The pressure of a crystal at fixed volume tells how its energy changes when the cell is enlarged. A positive value means that the crystal would expand if it were released, a negative one that it would contract. The energy over elements is the energy of ZnO less that of zinc metal and oxygen gas in the same functional, so a more negative value means a more strongly bound oxide. Both were computed by density functional theory for one wurtzite crystal, with the atoms in the same places for all five functionals.

Wurtzite ZnO at fixed cell and atoms, computed with Ansatz 0.2.0: scalar-relativistic plane-wave PAW density functional theory, no spin polarization or dispersion correction, 6×6×4 k mesh, Gaussian smearing of 0.1 eV. Energies are at zero smearing, relative to zinc metal and O₂ gas in the same functional; pressure and stress are positive in compression.

| functional | wave cutoff | energy over elements (eV/atom) | pressure (GPa) | stress xx (GPa) | stress zz (GPa) | largest force (eV/Å) |
| --- | --- | --- | --- | --- | --- | --- |
| LDA | 420 eV | -1.669 | -6.540 | -6.610 | -6.400 | 0.002 |
| PBE | 420 eV | -1.415 | 5.540 | 5.530 | 5.580 | 0.002 |
| PBEsol | 420 eV | -1.470 | -0.870 | -0.900 | -0.830 | 0.000 |
| r2SCAN | 500 eV | -1.637 | -0.500 | -0.470 | -0.570 | 0.005 |
| HSE06 | 420 eV | -1.547 | 1.150 | 1.250 | 0.950 | 0.014 |

LDA and PBE stand at opposite ends of both columns. LDA pulls the cell inwards and binds the oxide most strongly, while PBE pushes it outwards and binds it most weakly. The three functionals between them change places: PBEsol comes next to LDA in pressure but next to PBE in energy. The reason lies in what each column compares. Pressure concerns ZnO alone, whereas the energy over elements also carries whatever the functional does to zinc metal and to the O₂ molecule.

### A matter of volume, but not of strain energy

The functionals disagree about the volume of the crystal far more than about its shape. The stresses along xx and zz differ by at most 0.3 GPa in any row, against a pressure range of 12 GPa, and the forces on the atoms are tiny. A single spring, the resistance of the crystal to a change of volume, is therefore enough to describe the mismatch between the given cell and the one that each functional prefers.

For such a spring the pressure p equals the bulk modulus B times the relative change of volume that the crystal wants. The energy stored in each unit of volume is half the pressure times that change, which gives p²V/(2B) per atom, where V is the volume per atom. The formula has no adjustable constant. It does need B, for which a rough recalled value of 140 GPa serves here.

In LDA the wanted change is 6.54/140, a contraction of nearly 5 % in volume or 1.6 % in each edge. The stored energy is 6.54² × 11.85/(2 × 140) = 1.8 GPa Å³, or about 0.011 eV per atom. PBE, which wants to expand, stores about 0.008 eV per atom. The output below gives the same estimate for each row.

These energies are a few per cent of the 0.254 eV per atom that separates LDA from PBE. Besides, the pressure enters as a square, so releasing the cell would strengthen the binding in both functionals and hardly change the distance between them. The model thus turns pressure into a preferred size, but it fails as an account of the energy column. The cause of that spread has to be sought in how the functionals describe the bonds themselves.

### From LDA to PBE: what a gradient does

LDA treats each small region as part of a uniform electron gas. It is exact in that limit, but real bonds are far from it. PBE adds a dependence on the density gradient, which strengthens the exchange by the largest factor where the density is thin and changes steeply. Stretching a bond creates more of such regions, so the gradient term favours longer bonds and a larger cell. This standard argument explains the direction of the swing, from inward to outward pull, though not its size.

The same term also weakens bonds, because separated atoms have steeper densities than bonded ones. It does so in ZnO, in zinc metal and in O₂ alike. If it weakened the oxide exactly as much as the elements, the pressure would still change but the energy over elements would stay put. The energy column therefore shows only the surplus: going from LDA to PBE costs the oxide 0.254 eV per atom more than it costs the elements.

### PBEsol and r2SCAN: similar pressure, different binding

PBEsol has the same form as PBE but roughly half its gradient dependence in exchange, a choice made for solids. Its pressure lies 47 % of the way from LDA to PBE, much as this weakening suggests. Had the correction shrunk in the same proportion in all three substances, the energy would lie about halfway too. It lies 78 % of the way, which suggests that the proportion is not the same in the oxide as in the elements.

Compared with PBE, the weaker gradient term leaves more of LDA's excessive binding in place, in the oxide as well as in O₂ and zinc metal. Elements that are too stable make the oxide look less stable, so the gain in the oxide is partly cancelled. The cancellation is stronger here than an even halving of the correction would give, but these numbers do not tell whether O₂ or zinc metal is responsible.

r2SCAN shows the opposite irregularity. Its pressure is close to that of PBEsol, yet it binds the oxide more strongly by 0.167 eV per atom. It also uses the kinetic energy density of the electrons, which helps it to tell a covalent bond from a metallic one or from a weak overlap of closed shells. It can therefore correct a molecule and a solid by different amounts, which a functional of density and gradient does less freely. This is a likely cause of the stronger binding, though the table does not test it.

The small pressure difference between these two functionals deserves no explanation of its own. The k mesh is coarse, and r2SCAN was run with a higher wave cutoff. A pressure near zero also means only that the functional's preferred cell is close to the one used here, which is not by itself a mark of accuracy.

### HSE06: exact exchange added to PBE

HSE06 is best compared with PBE, from which it is built by replacing a quarter of the short-range exchange with exact exchange. The replacement lowers the pressure by about 4.4 GPa and strengthens the binding by 0.132 eV per atom. The HSE06 stress is loosely converged, so the first figure is approximate. In both columns the step leads from PBE back towards LDA, although the physics behind it is different.

A single electron shows what exact exchange repairs. Such an electron should not repel itself, but in PBE part of this false repulsion survives. The error is large for compact shells such as Zn 3d, whose levels come out too high and too close to those of O 2p. Both shells are full, so their mixing fills the antibonding combinations as well as the bonding ones, and where the shells overlap this pushes the atoms apart. Exact exchange lowers the 3d levels and also draws the shell closer to the nucleus. The smaller overlap weakens the repulsion, which should help the crystal to shrink. This cannot be the only cause, since exact exchange also acts on the O 2p shell and shrinks oxides without a d shell, such as MgO.

The stronger binding has a likely source outside the crystal. PBE binds the O₂ molecule too strongly, and exact exchange removes much of that error, so the oxide gains relative to its elements. How much of the gain comes from O₂ is not separated here.

The band gap fits the account of the 3d shell. It grows from 0.80 eV in PBE to 2.52 eV in HSE06, and most of the growth comes from a fall of the highest filled level, as expected when deeper 3d levels push it up less. Exact exchange also lowers the O 2p levels directly, however, so the gap does not measure the part played by 3d.

### Why the strongest binding is not the best description

The measured energy over elements is roughly −1.8 eV per atom, a recalled value, and all five functionals bind the oxide too weakly. A familiar suspect is the O₂ molecule, which PBE binds too strongly. Yet HSE06 describes O₂ fairly well and still falls short by about 1 eV for each O₂ consumed. In that functional, at least, much of the error must lie in zinc metal or in the oxide.

LDA gives the opposite lesson. It overbinds O₂ more than PBE does, and if that were its only fault, its energy over elements would be the poorest of the five. It is in fact the closest to the measured value. Zinc metal cannot make up for the error in O₂, since LDA overbinds the metal too. LDA must therefore overbind the oxide as well, and the errors on the two sides largely cancel. Its strong inward pull on the cell agrees with this.

For a process calculation the choice of functional matters here: the range from LDA to PBE amounts to 2 × 0.254 eV per formula unit, or about 50 kJ per mole of ZnO formed. A good cell size does not vouch for a good heat of formation, since PBEsol and r2SCAN nearly agree on the first and differ clearly on the second. To guess the order for a related oxide, one should treat cell size and heat of formation as separate questions. The strength of the gradient term and the share of exact exchange affect both, but the heat of formation depends also on how well the same functional describes the metal and O₂.

Output of the analysis:

```
Position on the way from LDA (0) to PBE (1):
     row  in pressure  in energy  band gap eV
     LDA            0          0       0.7315
     PBE            1          1       0.8002
  PBEsol       0.4694     0.7835       0.6954
  r2SCAN          0.5      0.126         1.23
   HSE06       0.6366     0.4803        2.523
Rough strain estimates:
     row  wanted volume change %  wanted edge change %  strain energy meV/atom
     LDA                  -4.671                -1.557                    11.3
     PBE                   3.957                 1.319                   8.107
  PBEsol                 -0.6214               -0.2071                  0.1999
  r2SCAN                 -0.3571                -0.119                 0.06603
   HSE06                  0.8214                0.2738                  0.3493
Shape and shortfall:
     row  xx less zz GPa  rough missing binding eV per O2 used
     LDA           -0.21                                 0.524
     PBE           -0.05                                  1.54
  PBEsol           -0.07                                  1.32
  r2SCAN             0.1                                 0.652
   HSE06             0.3                                 1.012
Range of pressure, PBE less LDA, GPa: 12.08
Range of energy over elements, PBE less LDA, eV/atom: 0.254
Largest strain energy as percent of the energy range: 4.448
HSE06 less PBE, pressure, GPa: -4.39
HSE06 less PBE, energy, eV/atom: -0.132
HSE06 less PBE, band gap, eV: 1.723
r2SCAN less PBEsol, pressure, GPa: 0.37
r2SCAN less PBEsol, energy, eV/atom: -0.167
Largest force in any row, eV/angstrom: 0.014
```
